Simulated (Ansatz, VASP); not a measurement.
**Cross-check of B26P26S (V_B-S_P) between VASP and Ansatz**

Wanted: the spread between two codes on one cell, functional and k mesh. Of the first pair: The structure shown is the start of the Ansatz relaxation below; VASP solves that cell, so the two are compared at the walk's first step.

Program: Ansatz 0.2.0. Level of theory: plane waves, with VASP 6.6.1 beside it; single point at r2SCAN. Results are calculated unless marked as measured.

## (1) The structure

The cell holds 53 atoms: 26 B, 26 P and 1 S. Cell: a = 9.623 Å, b = 9.623 Å, c = 9.623 Å, α = 60.0°, β = 60.0°, γ = 60.0°. It derives from BP (BP (F-43m)). Nearest the centre at fractional (0.625, 0.292, 0.625): S53 at 0.98 Å, B23 at 2.43 Å, B15 at 2.43 Å, P39 at 2.46 Å, B21 at 2.47 Å, P37 at 2.47 Å, P45 at 2.51 Å, B25 at 3.31 Å. The cell carries charge −3.

## (2) Ansatz: relaxation, r2SCAN

Ansatz runs on its PAW soft_1 files.

The two programs are compared at the cell with which this relaxation starts, whose forces are those of its first step.

input.yaml

```yaml
crystal:
  lattice:
    - [0.0, 6.80455623, 6.80455623]
    - [6.80455623, 0.0, 6.80455623]
    - [6.80455623, 6.80455623, 0.0]
  atoms:
    - { symbol: B, position: [0.0, 0.0, 0.0] }
    - { symbol: P, position: [0.25, 0.25, 0.25] }
    - { symbol: B, position: [0.0, 0.0, 0.33333333] }
    - { symbol: P, position: [0.25, 0.25, 0.58333333] }
    - { symbol: B, position: [0.0, 0.0, 0.66666667] }
    - { symbol: P, position: [0.25, 0.25, 0.91666667] }
    - { symbol: B, position: [0.0, 0.33333333, 0.0] }
    - { symbol: P, position: [0.25, 0.58333333, 0.25] }
    - { symbol: B, position: [0.0, 0.33333333, 0.33333333] }
    - { symbol: P, position: [0.25, 0.58333333, 0.58333333] }
    - { symbol: B, position: [0.0, 0.33333333, 0.66666667] }
    - { symbol: P, position: [0.25, 0.58333333, 0.91666667] }
    - { symbol: B, position: [0.0, 0.66666667, 0.0] }
    - { symbol: P, position: [0.25, 0.91666667, 0.25] }
    - { symbol: B, position: [0.0, 0.66666667, 0.33333333] }
    - { symbol: P, position: [0.25, 0.91666667, 0.58333333] }
    - { symbol: B, position: [0.0, 0.66666667, 0.66666667] }
    - { symbol: P, position: [0.25, 0.91666667, 0.91666667] }
    - { symbol: B, position: [0.33333333, 0.0, 0.0] }
    - { symbol: P, position: [0.58333333, 0.25, 0.25] }
    - { symbol: B, position: [0.33333333, 0.0, 0.33333333] }
    - { symbol: S, position: [0.58333333, 0.25, 0.58333333] }
    - { symbol: B, position: [0.33333333, 0.0, 0.66666667] }
    - { symbol: P, position: [0.58333333, 0.25, 0.91666667] }
    - { symbol: B, position: [0.33333333, 0.33333333, 0.0] }
    - { symbol: P, position: [0.58333333, 0.58333333, 0.25] }
    - { symbol: B, position: [0.33333333, 0.33333333, 0.33333333] }
    - { symbol: P, position: [0.58333333, 0.58333333, 0.58333333] }
    - { symbol: B, position: [0.33333333, 0.33333333, 0.66666667] }
    - { symbol: P, position: [0.58333333, 0.58333333, 0.91666667] }
    - { symbol: B, position: [0.33333333, 0.66666667, 0.0] }
    - { symbol: P, position: [0.58333333, 0.91666667, 0.25] }
    - { symbol: B, position: [0.33333333, 0.66666667, 0.33333333] }
    - { symbol: P, position: [0.58333333, 0.91666667, 0.58333333] }
    - { symbol: B, position: [0.33333333, 0.66666667, 0.66666667] }
    - { symbol: P, position: [0.58333333, 0.91666667, 0.91666667] }
    - { symbol: B, position: [0.66666667, 0.0, 0.0] }
    - { symbol: P, position: [0.91666667, 0.25, 0.25] }
    - { symbol: B, position: [0.66666667, 0.0, 0.33333333] }
    - { symbol: P, position: [0.91666667, 0.25, 0.58333333] }
    - { symbol: B, position: [0.66666667, 0.0, 0.66666667] }
    - { symbol: P, position: [0.91666667, 0.25, 0.91666667] }
    - { symbol: B, position: [0.66666667, 0.33333333, 0.0] }
    - { symbol: P, position: [0.91666667, 0.58333333, 0.25] }
    - { symbol: B, position: [0.66666667, 0.33333333, 0.33333333] }
    - { symbol: P, position: [0.91666667, 0.58333333, 0.58333333] }
    - { symbol: P, position: [0.91666667, 0.58333333, 0.91666667] }
    - { symbol: B, position: [0.66666667, 0.66666667, 0.0] }
    - { symbol: P, position: [0.91666667, 0.91666667, 0.25] }
    - { symbol: B, position: [0.66666667, 0.66666667, 0.33333333] }
    - { symbol: P, position: [0.91666667, 0.91666667, 0.58333333] }
    - { symbol: B, position: [0.66666667, 0.66666667, 0.66666667] }
    - { symbol: P, position: [0.91666667, 0.91666667, 0.91666667] }
  host:
    repeats: [3, 3, 3]
    atoms:
      - { symbol: B, position: [0.0, 0.0, 0.0] }
      - { symbol: P, position: [0.75, 0.75, 0.75] }
total_charge: -3
basis:
  ecutwfc: 500
  xc_grid: 2
hamiltonian:
  xc: r2scan
  pseudopotentials: { kind: paw, azcp: { folder: soft_1 } }
kpoints:
  mp_grid: { grid: [2, 2, 2], shift: [0.5, 0.5, 0.5] }
magnetization:
  spin_polarized: true
  initial_magnetization: 1
  spin_locking: { lock_magnetization: hard }
scf:
  occupations: { method: fixed }
  max_iter: 60
output:
  forces: true
  charged_corrections:
    epsilon: 9.31
    static_epsilon: 9.42
    defect_position: [0.625, 0.291667, 0.625]
relax:
  f_tol: 0.02
  max_steps: 80
  random_displacement: { amplitude: 0.05, seed: 4093 }
checkpoint:
  write: "../qm3_M1.relax.run"
  compress: false
  write_wavefunctions: true
  write_every: 100000
```

Started as:

```bash
> ansatz run input.yaml --threads 4 --pin off --max-ram 7536MiB --backend cpu --events-out ev --progress --plain --runs-dir out
```

Numbers of over 12 decimals in the logs are rounded to 6 here.

The program printed:

```text
Warning: This run holds its total moment fixed (magnetization.spin_locking.lock_magnetization: hard) and mixes its density by anderson or broyden (scf.mixing.algorithm, typed or taken by auto). Slabs with a fixed moment have converged under broyden above another state at the same moment, at the default mixing steps and at smaller ones, and under scf.lower_state_search: standard, light or off a state that such a mixer [...]
Engine: ansatz 0.2.0, aarch64-unknown-linux-gnu
Pseudopotentials: kind: paw
Pseudopotential: B, paw, valence charge 3, recommended cutoff 500 eV (meta_gga), soft_1/B.paw.azcp
Pseudopotential: P, paw, valence charge 5, recommended cutoff 500 eV (meta_gga), soft_1/P.paw.azcp
Pseudopotential: S, paw, valence charge 6, recommended cutoff 500 eV (meta_gga), soft_1/S.paw.azcp
Functional definition: r2SCAN
  parameter k0 = 0.174
  parameter k1 = 0.065
  parameter a1 = 4.9479
  exchange = r2scan_x(k0 = k0, k1 = k1, a1 = a1)
  correlation = r2scan_c
Crystal: 53 atoms, lattice volume = 630.129 Å³
Basis set: ecut = 500 eV, 16049 PW (Γ), exchange–correlation on 144×144×144 points (8 copies of the dense FFT grid, shifted against one another)
Bands: 162, of which v1, the nominal top of the filled ones, is band 109 counted from 1 (108 counted from 0)
Symmetry: 1 space group operations
k-points: 4 of 8 (time reversal used)
Non-local potential: B, projectors of the file, l = 0: 2, l = 1: 2, l = 2: 1
Non-local potential: P, projectors of the file, l = 0: 2, l = 1: 2, l = 2: 1
Non-local potential: S, projectors of the file, l = 0: 2, l = 1: 2, l = 2: 1
PAW form: soft (Blöchl's): semilocal exchange-correlation on the pseudo side does not see the compensation charge
PAW frozen core: B, regenerated for the run's functional (the file was generated under x = pbe(κ = 0.804, μ = 0.219515), c = pbe(β = 0.066725))
PAW frozen core: P, regenerated for the run's functional (the file was generated under x = pbe(κ = 0.804, μ = 0.219515), c = pbe(β = 0.066725))
PAW frozen core: S, regenerated for the run's functional (the file was generated under x = pbe(κ = 0.804, μ = 0.219515), c = pbe(β = 0.066725))
PAW one-centre angular grid: B, 302 points (default); XC on 223 of its mesh's 2233 points in the sphere
PAW one-centre angular grid: P, 302 points (default); XC on 160 Gauss nodes
PAW one-centre angular grid: S, 302 points (default); XC on 160 Gauss nodes
Initial density: superposition of atomic densities (chi_scale 0.1, normalization cell, long waves kept (reshape's long-wave potential 0.16 eV rms))
Starting moments: Σ|m| = 1 μB on 53 of 53 sites
Initial wavefunctions: pseudopotential atomic-orbital guess
Functional: x = r2scan, c = r2scan; τ floored in thin density (d = 2e-4 eV/Å³)
SCF iter   1: F=—  HF=-24714.834522 eV  |F-HF|=—  |Δ(HF+E_count)|=         —  Δρ=4.15e-2 (↑4.10e-2 ↓4.15e-2)  dr2=4.98e1  dr2_τ=1.41e0  dr2_m=1.96e-3  M=1.000 μB ∫|m|=1.000 μB  β_m=1.20  ethr=3.10e-3  ⟨swp⟩=6.0  Hψ=4733  notcnv=0  defer=392
preconditioner: auto → Resta (q_TF=auto, 2.284 Å⁻¹)  ε∞=4.5  [insulator: Δε(μ)=0.056 eV  Ē_g=11.620 eV  n_scr=136 (ndim 8)  ℏωp=21.8 eV  f_vac=0.000  ε∞_Penn≈4.5]
spin=Collinear: Resta preconditioning applied to the charge; magnetization (m = ρ↑ − ρ↓) channel mixes plain (no charge-response kernel on spin).
SCF iter   2: F=—  HF=-24708.548190 eV  |F-HF|=—  |Δ(HF+E_count)|=    6.29e0  Δρ=2.85e-2 (↑2.84e-2 ↓2.85e-2)  dr2=2.19e1  dr2_τ=4.45e-2  dr2_m=1.18e-4  M=1.000 μB ∫|m|=1.007 μB  β_m=1.20  ethr=3.10e-3  ⟨swp⟩=2.0  Hψ=2058  notcnv=0  defer=390  κ⁻¹=1.0e0(r=1)
SCF iter   3: F=—  HF=-24705.109513 eV  |F-HF|=—  |Δ(HF+E_count)|=    3.44e0  Δρ=1.02e-2 (↑1.02e-2 ↓1.01e-2)  dr2=2.33e0  dr2_τ=9.76e-3  dr2_m=8.40e-5  M=1.000 μB ∫|m|=1.026 μB  β_m=1.20  ethr=3.10e-3  ⟨swp⟩=3.5  Hψ=1908  notcnv=0  defer=394  κ⁻¹=6.0e-2(r=2)
SCF iter   4: F=—  HF=-24705.026889 eV  |F-HF|=—  |Δ(HF+E_count)|=   8.26e-2  Δρ=5.31e-3 (↑5.31e-3 ↓5.30e-3)  dr2=7.22e-1  dr2_τ=2.35e-3  dr2_m=2.27e-5  M=1.000 μB ∫|m|=1.023 μB  β_m=1.20  ethr=1.07e-3  ⟨swp⟩=2.0  Hψ=1389  notcnv=0  defer=401  κ⁻¹=6.3e-3(r=3)
SCF iter   5: F=—  HF=-24704.999440 eV  |F-HF|=—  |Δ(HF+E_count)|=   2.74e-2  Δρ=1.02e-3 (↑1.02e-3 ↓9.95e-4)  dr2=1.81e-2  dr2_τ=6.50e-4  dr2_m=1.30e-4  M=1.000 μB ∫|m|=1.022 μB  β_m=1.20  ethr=3.33e-4  ⟨swp⟩=2.5  Hψ=1792  notcnv=0  defer=411  κ⁻¹=1.6e-4(r=4)
[...]
k-point 2 ↑: bands = [... 105 lower, 8.5379, 9.0796, 9.9110, 10.7053, 11.5616, 11.6839, 11.7009, 11.7401, ... 49 higher]
  k-point 3 ↓: bands = [... 105 lower, 8.5590, 9.0966, 9.9228, 10.7755, 11.5987, 11.7290, 11.7426, 11.7667, ... 49 higher]
--- Relaxed structure (5 steps of the walk, 5 accepted, 0 SCFs on fresh bases) ---
  F+E_penalty+E_count = -24706.72359166 eV   max|allowed force component| = 1.624e-2 eV/Å
  atoms:
    - { symbol: B, position: [-0.000154897, 0.000201378, 0.000447809] }
    - { symbol: P, position: [0.248428, 0.250849, 0.249032] }
    - { symbol: B, position: [-0.000290573, 0.000194452, 0.334217] }
    - { symbol: P, position: [0.249116, 0.249900, 0.583955] }
    - { symbol: B, position: [0.00133881, 0.00368451, 0.665105] }
    - { symbol: P, position: [0.252098, 0.249902, 0.916944] }
    - { symbol: B, position: [6.098850068270156e-5, 0.332728, 0.000675452] }
    - { symbol: P, position: [0.249868, 0.583217, 0.250477] }
    - { symbol: B, position: [0.00132082, 0.331095, 0.337685] }
    - { symbol: P, position: [0.252094, 0.582904, 0.583970] }
    - { symbol: B, position: [0.000594148, 0.331672, 0.665689] }
    - { symbol: P, position: [0.251374, 0.582072, 0.916122] }
    - { symbol: B, position: [0.000397751, 0.666991, 0.00101133] }
    - { symbol: P, position: [0.249907, 0.916437, 0.250495] }
    - { symbol: B, position: [-0.000130955, 0.666414, 0.334224] }
    - { symbol: P, position: [0.248411, 0.914930, 0.584931] }
    - { symbol: B, position: [8.986927267740086e-5, 0.666659, 0.666742] }
    - { symbol: P, position: [0.249843, 0.916428, 0.917264] }
    - { symbol: B, position: [0.333626, 0.000197761, 0.000317491] }
    - { symbol: P, position: [0.583365, 0.249890, 0.249758] }
    - { symbol: B, position: [0.333477, 3.019175836874166e-5, 0.334077] }
    - { symbol: S, position: [0.584416, 0.250962, 0.585005] }
    - { symbol: B, position: [0.333266, -0.000152557, 0.666556] }
    - { symbol: P, position: [0.585970, 0.252576, 0.909754] }
    - { symbol: B, position: [0.337067, 0.331108, 0.0019315] }
    - { symbol: P, position: [0.583371, 0.582902, 0.252703] }
    - { symbol: B, position: [0.333275, 0.332528, 0.333879] }
    - { symbol: P, position: [0.586020, 0.575643, 0.586640] }
    - { symbol: B, position: [0.335513, 0.330997, 0.665032] }
    - { symbol: P, position: [0.584200, 0.582278, 0.916335] }
    - { symbol: B, position: [0.333621, 0.666435, 0.000463443] }
    - { symbol: P, position: [0.584344, 0.914915, 0.248998] }
    - { symbol: B, position: [0.333645, 0.666282, 0.334242] }
    - { symbol: P, position: [0.583348, 0.915726, 0.583946] }
    - { symbol: B, position: [0.337138, 0.667864, 0.665148] }
    - { symbol: P, position: [0.583348, 0.918650, 0.916966] }
    - { symbol: B, position: [0.664501, 0.0037209, 0.00194551] }
    - { symbol: P, position: [0.916386, 0.249887, 0.252659] }
    - { symbol: B, position: [0.665957, -0.000156317, 0.333876] }
    - { symbol: P, position: [0.909094, 0.252577, 0.586568] }
    - { symbol: B, position: [0.664462, 0.00208475, 0.665069] }
    - { symbol: P, position: [0.915696, 0.250758, 0.916296] }
    - { symbol: B, position: [0.665072, 0.331711, 0.00121985] }
    - { symbol: P, position: [0.915510, 0.582051, 0.251966] }
    - { symbol: B, position: [0.664470, 0.331025, 0.336108] }
    - { symbol: P, position: [0.915709, 0.582273, 0.584794] }
    - { symbol: P, position: [0.916648, 0.583202, 0.917234] }
    - { symbol: B, position: [0.666140, 0.666679, 0.000714107] }
    - { symbol: P, position: [0.916669, 0.916403, 0.250438] }
    - { symbol: B, position: [0.664540, 0.667876, 0.337782] }
    - { symbol: P, position: [0.916357, 0.918651, 0.583926] }
    - { symbol: B, position: [0.665110, 0.667185, 0.665729] }
    - { symbol: P, position: [0.915473, 0.917954, 0.916077] }
```

The column dr2 measures how far the density is from self-consistency, as an energy; F and HF (Harris–Foulkes) agree once it is small.

## (3) VASP: single point, r2SCAN, start cell, pair 1

The same cell, functional and mesh now go to VASP, with its own data sets.

Lines of VASP's logs that name or quote its potential files are left out, and so is its time.

INCAR

```
SYSTEM = B26P26S
PREC = Accurate
ENCUT = 460
EDIFF = 1E-06
NELM = 200
ISMEAR = 0
SIGMA = 0.01
LREAL = Auto
ALGO = Normal
METAGGA = R2SCAN
LASPH = .TRUE.
NELECT = 217
NBANDS = 152
ISPIN = 2
MAGMOM = 0.01 0.01 0 0.01 0 0 0.01 0.01 0.01 0.01 0.01 0.01 0 0.01 0.01 0.01 0.01 0 0 0.01 0.01 0 0.01 0.01 0 0 0 0.01 0.01 0.01 0.01 0 0.01 0 0.01 0.01 0 0.01 0 0.01 0 0.01 0.01 0.01 0 0.01 0 0.01 0.01 0.01 0.01 0 0.01
LORBIT = 11
LWAVE = .FALSE.
LCHARG = .FALSE.
ISIF = 2
ISYM = 0
NUPDOWN = 1
GGA_COMPAT = .FALSE.
LMIXTAU = .TRUE.
KPAR = 4
```

POSCAR

```
B26P26S
1.0
    0.0000000000      6.8045562257      6.8045562257
    6.8045562257      0.0000000000      6.8045562257
    6.8045562257      6.8045562257      0.0000000000
B P S
26 26 1
Direct
    0.0011449681      0.0001894319      0.9942457673
    0.0023992748      0.0044869936      0.3284078970
    0.9985096750      0.0042877153      0.6691069702
    0.9950611033      0.3372374221      0.9978884736
    0.0061178126      0.3296957106      0.3324519520
    0.9992216245      0.3348962701      0.6713061585
    0.9944517322      0.6714163787      0.9999918437
    0.0062605111      0.6655662544      0.3311241652
    0.0053024031      0.6682158761      0.6631889502
    0.3375513294      0.9957365331      0.9970208197
    0.3291957514      0.9971407393      0.3382843677
    0.3352575722      0.9942282790      0.6707784973
    0.3374705747      0.3288895595      0.9972307525
    0.3382769462      0.3353508185      0.3290606214
    0.3388506059      0.3336698125      0.6619639622
    0.3325798810      0.6678345140      0.0048906202
    0.3346804589      0.6609384728      0.3377340011
    0.3308287749      0.6714390841      0.6621880767
    0.6680490761      0.0009215149      0.9939195888
    0.6603160957      0.0024291077      0.3351010594
    0.6636699515      0.9996000474      0.6727856084
    0.6702661200      0.3303623962      0.0036865740
    0.6638236720      0.3348734913      0.3386048147
    0.6617108230      0.6701248911      0.9978894289
    0.6647087407      0.6617663005      0.3379088839
    0.6634244542      0.6625864862      0.6704409294
    0.2460593967      0.2485643360      0.2560011178
    0.2527322786      0.2462658760      0.5798291423
    0.2499097580      0.2528692457      0.9107005357
    0.2531367870      0.5770794406      0.2518614650
    0.2481108898      0.5893399021      0.5795616010
    0.2544498778      0.5809434692      0.9120063519
    0.2556731758      0.9154331735      0.2500639929
    0.2533990378      0.9162037601      0.5775112836
    0.2464129099      0.9144771964      0.9164206001
    0.5834246009      0.2559568093      0.2473008443
    0.5771332281      0.2518303095      0.9176994491
    0.5867511955      0.5834960236      0.2439743967
    0.5884688681      0.5794333046      0.5851286062
    0.5785846820      0.5888927752      0.9165836526
    0.5810179781      0.9179240046      0.2553504508
    0.5773117114      0.9175284608      0.5872695981
    0.5833690498      0.9121437599      0.9223357544
    0.9122264251      0.2475973369      0.2550172182
    0.9201860918      0.2466667839      0.5871440940
    0.9209645408      0.2506222219      0.9176000305
    0.9150731941      0.5881221151      0.2518240636
    0.9189883649      0.5808099557      0.5880285014
    0.9144771229      0.5811801488      0.9230293338
    0.9144963747      0.9201561119      0.2535969934
    0.9217468108      0.9113767003      0.5831382486
    0.9105582781      0.9174589485      0.9203054236
    0.5773787988      0.2527354383      0.5866565530
```

KPOINTS

```
Points of the shifted mesh
8
Reciprocal
 0.2500000000  0.2500000000  0.2500000000 1
 0.2500000000  0.2500000000  0.7500000000 1
 0.2500000000  0.7500000000  0.2500000000 1
 0.2500000000  0.7500000000  0.7500000000 1
 0.7500000000  0.2500000000  0.2500000000 1
 0.7500000000  0.2500000000  0.7500000000 1
 0.7500000000  0.7500000000  0.2500000000 1
 0.7500000000  0.7500000000  0.7500000000 1
```

Potentials, in the order of the species: B, P and S (PBE family, release 64).

Started as:

```bash
> mpirun -np 8 vasp_std
```

The program printed:

```text
[banner, memory and clock lines left out]
running    8 mpi-ranks, on    1 nodes
[...]
|                                                                             |
|           W    W    AA    RRRRR   N    N  II  N    N   GGGG   !!!           |
|           W    W   A  A   R    R  NN   N  II  NN   N  G    G  !!!           |
|           W    W  A    A  R    R  N N  N  II  N N  N  G       !!!           |
|           W WW W  AAAAAA  RRRRR   N  N N  II  N  N N  G  GGG   !            |
|           WW  WW  A    A  R   R   N   NN  II  N   NN  G    G                |
|           W    W  A    A  R    R  N    N  II  N    N   GGGG   !!!           |
|                                                                             |
|     For optimal performance we recommend to set                             |
|       NCORE = 2 up to number-of-cores-per-socket                            |
|     NCORE specifies how many cores store one orbital (NPAR=cpu/NCORE).      |
|     This setting can greatly improve the performance of VASP for DFT.       |
[...]
DAV:   5    -0.481048211287E+03   -0.34755E-01   -0.34666E-01  6056   0.118E+00BRMIX: very serious problems
 the old and the new charge density differ
 old charge density:   214.00000 new  217.00000
BRMIX: very serious problems
 the old and the new charge density differ
 old charge density:   214.00000 new  217.00000
BRMIX: very serious problems
 the old and the new charge density differ
 old charge density:   214.00000 new  217.00000
BRMIX: very serious problems
 the old and the new charge density differ
 old charge density:   214.00000 new  217.00000
    0.420E+01
DAV:   6    -0.449927971251E+03    0.31120E+02   -0.26717E+01  5512   0.114E+01    0.262E+01
DAV:   7    -0.420879781484E+03    0.29048E+02   -0.76672E+00  6104   0.653E+00    0.581E+00
DAV:   8    -0.426855858255E+03   -0.59761E+01   -0.10576E+01  5264   0.777E+00    0.320E+00
DAV:   9    -0.428713000573E+03   -0.18571E+01   -0.13479E+00  5352   0.328E+00    0.250E+00
[...]
DAV:  15    -0.428718997486E+03   -0.42610E-05   -0.15158E-04  5424   0.410E-02    0.307E-02
DAV:  16    -0.428719052298E+03   -0.54813E-04   -0.44620E-05  5672   0.213E-02    0.204E-02
DAV:  17    -0.428719052005E+03    0.29315E-06   -0.32872E-06  5344   0.524E-03
   1 F= -.42871905E+03 E0= -.42871905E+03  d E =-.103784E-06  mag=     1.0000
```

OUTCAR, selected parts (step 3):

```text
  FREE ENERGIE OF THE ION-ELECTRON SYSTEM (eV)
  ---------------------------------------------------
  free  energy   TOTEN  =      -428.7190520053 eV

  energy  without entropy=     -428.7190519015  energy(sigma->0) =     -428.71905195

 magnetization (x)
# of ion       s       p       d       tot
------------------------------------------
    1        0.004   0.001   0.000   0.005
    2        0.006   0.001   0.000   0.008
    3        0.003   0.002   0.000   0.005
    4        0.004   0.002   0.000   0.006
    5        0.003   0.003   0.000   0.006
    6        0.003   0.001   0.000   0.004
    7        0.004   0.001   0.000   0.004
    8        0.006   0.002   0.000   0.008
    9        0.004   0.001   0.000   0.005
   10        0.006   0.002   0.000   0.008
   11        0.002   0.000   0.000   0.003
   12        0.003   0.001   0.000   0.004
   13        0.002  -0.000   0.000   0.002
[...]
--------------------------------------------------
tot          0.156   0.109   0.000   0.265

[... 1 further part left out ...]
```

The cell is charged against a uniform background.

The run ends at a pressure of 8.80 GPa, with forces up to 2.2 eV/Å.

[end of part 1 of 2]

[Lines on the potential files, build, host, timing and source positions are cut from VASP's logs without a mark.]

[Logs are printed without paths, hosts, clocks, repeated set-up lines and the standing remarks that a program may print on its own settings, such as how far it seeks lower states.]

[Hosts, paths, dates, database ids (printed as entryN), source tags and the programs' standing remarks are cut or masked in the printed files.]
